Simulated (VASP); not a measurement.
# Pb (Im-3m) in VASP: notebook, part 3 of 3

VASP 6.6.1.

## 5. Single point, PBE (volume scaled by 0.94)

File INCAR:

```
PREC = Accurate
ENCUT = 520
EDIFF = 1E-6
ISMEAR = -1
SIGMA = 0.05
LREAL = F
LASPH = T
NELM = 100
ALGO = Normal
ISIF = 2
LWAVE = F
LCHARG = F
GGA = PE
NBANDS = 13
```

File KPOINTS:

```
regular mesh
0
Gamma
  9 9 9
```

File POSCAR:

```
Pb
1.0
   -1.9392470115      1.9392470115      1.9392470115
    1.9392470115     -1.9392470115      1.9392470115
    1.9392470115      1.9392470115     -1.9392470115
Pb
1
Direct
    0.0000000000      0.0000000000      0.0000000000
```

Potentials or basis: VASP PAW PBE potentials, release 64 (Pb_d).

The run is started by

```sh
> cat potpaw_PBE.64/Pb_d/POTCAR > POTCAR
> mpirun -np 1 vasp_std > vasp.out
```

OUTCAR:

```text
PREC = Accurate
   ENCUT = 520
   EDIFF = 1E-6
   ISMEAR = -1
   LREAL = F
   LASPH = T
   NELM = 100
   ISIF = 2
   GGA = PE

 ion  position               nearest neighbor table
   1  0.000  0.000  0.000-

  LATTYP: Found a body centered cubic cell.
 ALAT       =     3.8784940230

  Lattice vectors:

 A1 = (  -1.9392470115,   1.9392470115,   1.9392470115)
 A2 = (   1.9392470115,  -1.9392470115,   1.9392470115)
 A3 = (   1.9392470115,   1.9392470115,  -1.9392470115)

Analysis of symmetry for initial positions (statically):
=====================================================================
 Subroutine PRICEL returns:
 Original cell was already a primitive cell.

 Routine SETGRP: Setting up the symmetry group for a
 body centered cubic supercell.

 Subroutine GETGRP returns: Found 48 space group operations
 (whereof 48 operations were pure point group operations)
 out of a pool of 48 trial point group operations.

The static configuration has the point symmetry O_h .

Analysis of symmetry for dynamics (positions and initial velocities):
=====================================================================
 Subroutine PRICEL returns:
 Original cell was already a primitive cell.

 Routine SETGRP: Setting up the symmetry group for a
 body centered cubic supercell.

 Subroutine GETGRP returns: Found 48 space group operations
 (whereof 48 operations were pure point group operations)
 out of a pool of 48 trial point group operations.

The dynamic configuration has the point symmetry O_h .

 Subroutine INISYM returns: Found 48 space group operations
 (whereof 48 operations are pure point group operations),
 and found     1 'primitive' translations

----------------------------------------------------------------------------------------

                                     Primitive cell

  volume of cell :      29.1715

  direct lattice vectors                    reciprocal lattice vectors
    -1.939247012  1.939247012  1.939247012     0.000000000  0.257832033  0.257832033
     1.939247012 -1.939247012  1.939247012     0.257832033  0.000000000  0.257832033
     1.939247012  1.939247012 -1.939247012     0.257832033  0.257832033  0.000000000

  length of vectors
     3.358874352  3.358874352  3.358874352     0.364629558  0.364629558  0.364629558

  position of ions in fractional coordinates (direct lattice)
     0.000000000  0.000000000  0.000000000

  ion indices of the primitive-cell ions
   primitive index   ion index
                 1           1

----------------------------------------------------------------------------------------

 KPOINTS: regular mesh

Automatic generation of k-mesh.
 Grid dimensions read from file:
 generate k-points for:    9    9    9

 Generating k-lattice:

  Cartesian coordinates                     Fractional coordinates (reciprocal lattice)
     0.000000000  0.028648004  0.028648004     0.111111111  0.000000000  0.000000000
     0.028648004  0.000000000  0.028648004     0.000000000  0.111111111  0.000000000
     0.028648004  0.028648004  0.000000000     0.000000000  0.000000000  0.111111111

  Length of vectors
     0.040514395  0.040514395  0.040514395

  Shift w.r.t. Gamma in fractional coordinates (k-lattice)
     0.000000000  0.000000000  0.000000000

 Subroutine IBZKPT returns following result:
 ===========================================

 Found     35 irreducible k-points:

 Following reciprocal coordinates:
            Coordinates               Weight
  0.000000  0.000000  0.000000      1.000000
  0.111111  0.000000  0.000000     12.000000
  0.222222  0.000000  0.000000     12.000000
  0.333333  0.000000  0.000000     12.000000
  0.444444  0.000000  0.000000     12.000000
  0.111111  0.111111  0.000000     24.000000
[... 16 lines left out ...]
 -0.333333  0.444444  0.111111     48.000000
 -0.444444 -0.444444  0.111111     24.000000
 [... further k-points ...]
   k-points           NKPTS =     35   k-points in BZ     NKDIM =     35   number of bands    NBANDS=     13
   number of dos      NEDOS =    301   number of ions     NIONS =      1
   total plane-waves  NPLWV =  21952
   dimension x,y,z NGX =    28 NGY =   28 NGZ =   28
   dimension x,y,z NGXF=    56 NGYF=   56 NGZF=   56
   ions per type =               1
   NGX,Y,Z   is equivalent  to a cutoff of  13.86, 13.86, 13.86 a.u.
   NGXF,Y,Z  is equivalent  to a cutoff of  27.72, 27.72, 27.72 a.u.
 SYSTEM =  unknown system
   PREC   = accura    normal or accurate (medium, high low for compatibility)
   ISTART =      0    job   : 0-new  1-cont  2-samecut
   ICHARG =      2    charge: 1-file 2-atom 10-const
   ISPIN  =      1    spin polarized calculation?
   LNONCOLLINEAR =      F non collinear calculations
   LSORBIT =      F    spin-orbit coupling
   LASPH  =      T    aspherical Exc in radial PAW
   ENCUT  =  520.0 eV  38.22 Ry    6.18 a.u.   6.25  6.25  6.25*2*pi/ulx,y,z
   NELM   =    100;   NELMIN=  2; NELMDL= -5     # of ELM steps
   EDIFF  = 0.1E-05   stopping-criterion for ELM
   LREAL  =      F    real-space projection
   EDIFFG = 0.1E-04   stopping-criterion for IOM
   NSW    =      0    number of steps for IOM
   IBRION =     -1    ionic relax: 0-MD 1-quasi-New 2-CG
   NFREE  =      0    steps in history (QN), initial steepest desc. (CG)
   ISIF   =      2    stress and relaxation
   ISYM   =      2    0-nonsym 1-usesym 2-fastsym
   POTIM  = 0.5000    time-step for ionic-motion
   TEBEG  =    0.0;   TEEND  =   0.0 temperature during run
   PSTRESS=    0.0 pullay stress
   NELECT =      14.0000    total number of electrons
   NUPDOWN=      -1.0000    fix difference up-down
   EMIN   =  10.00;   EMAX   =-10.00  energy-range for DOS
   EFERMI =   0.00;   METHOD = LEGACY
   ISMEAR =    -1;   SIGMA  =   0.05  broadening in eV -4-tet -1-fermi 0-gaus
   EFERMI_NEDOS =   21; number of points for ismear=-14 and -15
   IALGO  =     38    algorithm
   IMIX   =      4    mixing-type and parameters
     AMIX     =   0.40;   BMIX     =  1.00
     AMIX_MAG =   1.60;   BMIX_MAG =  1.00
  volume/ion in A,a.u.               =      29.17       196.86
  Fermi-wavevector in a.u.,A,eV,Ry     =   1.281733  2.422125 22.352203  1.642841
  Thomas-Fermi vector in A             =   2.414086
   LORBIT       =      0    0 simple, 1 ext, 2 COOP (PROOUT), +10 PAW based schemes
   GGA     = PE    functional components
   LHFCALC =     F    Hartree Fock is set to
   AEXX    =    0.0000 exact exchange contribution
   IVDW    =     0    specifies the selected vdW correction
   LEPSILON=     F    determine dielectric tensor
   LRPA    =     F    only Hartree local field effects (RPA)
 non-spin polarized calculation
  energy-cutoff  :      520.00
  volume of cell :       29.17
 maximum number of plane-waves:       794
 NGX is ok and might be reduce to    28
   NGX = 13   NGY = 13   NGZ = 13

 number of electron      13.9999999 magnetization

 Free energy of the ion-electron system (eV)
  ---------------------------------------------------
  ext. energy  EPLUGINS =         0.00000000
  ---------------------------------------------------
  free energy    TOTEN  =        -3.47781990 eV

  energy without entropy =       -3.47389186  energy(sigma->0) =       -3.47585588

 E-fermi :   7.7701     XC(G=0): -10.3792

 val. band max:        7.6882781214   @ k =  -0.3333   0.3333   0.3333
 cond. band min:       7.8698928908   @ k =   0.2222   0.2222   0.1111
 fundamental gap:      0.1816147694
 Fermi energy:         7.7700593727

 k-point     1 :       0.0000    0.0000    0.0000
  band No.  band energies     occupation
      1      -9.4554      2.00000
      2      -9.4554      2.00000
      3      -9.4554      2.00000
      4      -9.1879      2.00000
      5      -9.1879      2.00000
      6      -4.3063      2.00000
      7      15.7204      0.00000
      8      15.7204      0.00000
      9      15.7204      0.00000
     10      18.8917      0.00000
     11      18.8917      0.00000
     12      18.8917      0.00000
     13      20.2091      0.00000
[... 353 lines left out ...]
 k-point    24 :      -0.4444   -0.4444    0.1111
  band No.  band energies     occupation
      1      -9.4561      2.00000
      2      -9.3971      2.00000
      3      -9.2811      2.00000
      4      -9.2099      2.00000
      5      -9.0522      2.00000
      6       0.3268      2.00000
      7       4.3051      2.00000
      8       8.4219      0.00000
      9      12.5045      0.00000
     10      16.8113      0.00000
     11      18.2614      0.00000
     12      18.9570      0.00000
     13      20.8828      0.00000

 [... further k-points ...]

------------------------ aborting loop because EDIFF is reached ----------------------------------------

  FORCE on cell =-STRESS in cart. coord.  units (eV):
  Direction    XX          YY          ZZ          XY          YZ          ZX
  --------------------------------------------------------------------------------------
  -------------------------------------------------------------------------------------
  Total        0.7053717      0.7053717      0.7053717      0.0000000      0.0000000     -0.0000000
  in kB       38.7408584     38.7408584     38.7408584      0.0000000      0.0000000     -0.0000000
  external PRESSURE =      38.7408584 kB  Pullay stress =       0.0000000 kB

 VOLUME and BASIS-vectors are now :
 -----------------------------------------------------------------------------
  energy-cutoff  :      520.00
  volume of cell :       29.17
      direct lattice vectors                 reciprocal lattice vectors
    -1.939247012  1.939247012  1.939247012     0.000000000  0.257832033  0.257832033
     1.939247012 -1.939247012  1.939247012     0.257832033  0.000000000  0.257832033
     1.939247012  1.939247012 -1.939247012     0.257832033  0.257832033  0.000000000

 POSITION                                       TOTAL-FORCE (eV/Angst)
 -----------------------------------------------------------------------------------
      0.00000      0.00000      0.00000         0.000000     -0.000000     -0.000000
 -----------------------------------------------------------------------------------
    total drift:                               -0.000000     -0.000000     -0.000000

  FREE ENERGIE OF THE ION-ELECTRON SYSTEM (eV)
  ---------------------------------------------------
  free  energy   TOTEN  =        -3.4778198997 eV

  energy  without entropy=       -3.4738918630  energy(sigma->0) =       -3.47585588
```

Wall time 10 s (1 thread of Intel Xeon Platinum 8559C (Emerald Rapids), shared host); peak memory 0.15 GiB.

What came out:

| Item | Value |
| --- | --- |
| Free energy | -3.4778 eV |
| Pressure | 3.9 GPa |
| Band gap on the k mesh | none (metal or under the smearing width) |

Spin-orbit coupling is left out, which matters for the levels of Pb.

## 6. Single point, PBE (volume scaled by 1.06)

File INCAR:

```
SYSTEM = Pb
PREC     = Accurate       ! precision mode
ENCUT    = 520            ! plane-wave cutoff, eV
EDIFF    = 1E-7           ! SCF threshold, eV
ISMEAR   = -1             ! smearing method
SIGMA    = 0.05           ! smearing width, eV
LREAL    = .False.        ! projectors in reciprocal space
LASPH    = .True.         ! aspherical terms in the spheres
NELM     = 80             ! most SCF steps
ALGO     = Normal         ! electronic algorithm
ISIF     = 2              ! what is computed and relaxed
LWAVE    = .False.        ! write WAVECAR
LCHARG   = .False.        ! write CHGCAR
GGA      = PE             ! functional
NBANDS   = 13             ! bands
```

File KPOINTS:

```
regular mesh
0
Gamma
  9 9 9
  0 0 0
```

File POSCAR:

```
Pb
1.0
   -2.0184862782      2.0184862782      2.0184862782
    2.0184862782     -2.0184862782      2.0184862782
    2.0184862782      2.0184862782     -2.0184862782
Pb
1
Direct
    0.0000000000      0.0000000000      0.0000000000
```

Potentials or basis: VASP PAW PBE potentials, release 64 (Pb_d).

The run is started by

```sh
> cat potpaw_PBE.64/Pb_d/POTCAR > POTCAR
> mpirun -np 1 vasp_std > vasp.out
```

Run time: 12 s. Hardware: 1 thread of Intel Xeon Platinum 8559C (Emerald Rapids), shared host; peak memory 0.15 GiB.

It converged, with:

- Free energy: -3.5009 eV
- Pressure: -1.4 GPa
- Band gap on the k mesh: none (metal or under the smearing width)

Levels at points of the mesh, in eV from the Fermi level:
```
           k point  band 3  band 4  band 5  band 6  band 7  band 8  band 9  band 10  band 11  band 12
(0.00, 0.00, 0.00)  -17.10  -16.91  -16.91  -11.26    6.92    6.92    6.92    10.64    10.96    10.96
```

Spin-orbit coupling is left out, which matters for the levels of Pb.

## 7. The runs side by side

| level | spin | fixed moment (μB) | cell | k mesh | smearing | gap on the mesh (eV) | pressure (GPa) | moment (μB) |
| --- | --- | --- | --- | --- | --- | --- | --- | --- |
| RPBE | collinear, typed start | 1.0 | volume scaled by 1.06 | 9 × 9 × 9 | tetrahedron | - | 3.4 | 1.00 |
| RPBE | collinear, typed start | 1.0 | volume scaled by 0.98 | 9 × 9 × 9 | tetrahedron | - | 7.3 | 1.00 |
| PBEsol | non-collinear, zero start, SOC | - | as given | 11 × 11 × 11 | gaussian 0.05 eV | - | -1.4 | 0.00 |
| PBE | off | - | volume scaled by 0.94 | 9 × 9 × 9 | fermi-dirac 0.05 eV | none | 3.9 | - |
| PBE | off | - | volume scaled by 1.06 | 9 × 9 × 9 | fermi-dirac 0.05 eV | none | -1.4 | - |

Alike in all rows: task single point; potentials or basis VASP PAW PBE potentials, release 64 (Pb_d); cutoff (eV) 520.

Caveats: the PAW data sets were made with another functional, which shifts forces and pressure a little (some runs); the total moment is fixed, so each spin has its own Fermi level (some runs).

Absolute energies hang on the potentials; compare differences alone.
